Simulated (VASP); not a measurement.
# A VASP 6.6.1 single-point calculation on BaO

INCAR

```
LREAL = .FALSE.
ISMEAR = -5
GGA = PE
IBRION = -1
ISIF = 2
IVDW = 10
SIGMA = 0.2
PREC = Accurate
LWAVE = .FALSE.
EDIFF = 1E-7
ENCUT = 520
NELECT = 16.5
LASPH = .TRUE.
NBANDS = 15
NSW = 0
NELM = 67
LCHARG = .FALSE.
```

KPOINTS

```
KPOINTS created by Atomic Simulation Environment
0
Gamma
8 8 8
0 0 0
```

POSCAR

```
Ba O
 1.0000000000000000
     0.0000000000000000    2.6887844010999999    2.6887844010999999
     2.6887844010999999    0.0000000000000000    2.6887844010999999
     2.6887844010999999    2.6887844010999999    0.0000000000000000
 Ba  O
   1   1
Cartesian
  0.0000000000000000  0.0000000000000000  0.0000000000000000
  2.6887844010999999  2.6887844010999999  2.6887844010999999
```

The recommended PBE PAW datasets give the neutral cell 16 valence electrons.

Command

```
mpirun -np 1 vasp_std
```

Predict the outcome of this run.

It converged. Results: pressure 6.9 GPa.

OSZICAR

```
N       E                     dE             d eps       ncg     rms          rms(c)
DAV:   1     0.838777421424E+02    0.83878E+02   -0.82876E+03   870   0.102E+03
DAV:   2    -0.794182839899E+01   -0.91820E+02   -0.80608E+02  1209   0.208E+02
DAV:   3    -0.117454031966E+02   -0.38036E+01   -0.37763E+01  1078   0.428E+01
DAV:   4    -0.117819975503E+02   -0.36594E-01   -0.36596E-01  1039   0.439E+00
DAV:   5    -0.117826463254E+02   -0.64878E-03   -0.64877E-03  1053   0.467E-01    0.106E+01
DAV:   6    -0.939050508792E+01    0.23921E+01   -0.86614E+00   898   0.235E+01    0.709E+00
DAV:   7    -0.917375003259E+01    0.21676E+00   -0.59297E-01   983   0.624E+00    0.291E+00
DAV:   8    -0.913492371186E+01    0.38826E-01   -0.83163E-02  1101   0.286E+00    0.586E-01
DAV:   9    -0.913588942636E+01   -0.96571E-03   -0.61821E-03   997   0.681E-01    0.166E-01
DAV:  10    -0.913612652986E+01   -0.23710E-03   -0.12182E-03  1039   0.307E-01    0.563E-02
DAV:  11    -0.913607274547E+01    0.53784E-04   -0.17382E-04   989   0.118E-01    0.196E-02
DAV:  12    -0.913607561084E+01   -0.28654E-05   -0.82400E-06  1017   0.313E-02    0.963E-03
DAV:  13    -0.913607270133E+01    0.29095E-05   -0.47570E-06  1017   0.221E-02    0.255E-03
DAV:  14    -0.913607273733E+01   -0.35999E-07   -0.30402E-07   982   0.499E-03
   1 F= -.13023425E+02 E0= -.13023425E+02  d E =0.000000E+00
```

The cell is charged and sits in a uniform background.

For comparison, a separate PBE run of the intended cell, on usual settings and not on those above, gives a gap of 1.62 eV on its mesh and a pressure of 11.9 GPa.
